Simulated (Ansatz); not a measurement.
Take a crystal in which K has been replaced by Cs on all its sites, with the cell rescaled by a rough guess (in some cases also distorted within its space group) and nothing relaxed:

```
Cs
1.0
     5.12412    0.00000    0.00000
    -2.56206    4.43762    0.00000
     0.00000    0.00000    8.68805
Cs
2
Direct
  0.33333 0.66667 0.25000
  0.66667 0.33333 0.75000
```

Theory: DFT PBE, scalar-relativistic, plane waves, PAW (Ansatz 0.2.0).

Plane waves to 420 eV, a k mesh through Γ of 9×9×6 on the computed 2-atom cell and Gaussian smearing (0.10 eV); no spin polarisation.

(1) Will this cell want to expand or contract, and how hard?

(2) Is it a metal on this mesh?

Spin-orbit coupling is left out, which matters for the bands of heavy elements.

Results:

(1) The pressure is 0.4 GPa (positive in compression), so the cell would expand.

(2) Yes, a band crosses the Fermi level.

This form isn't the element's structure at ambient conditions.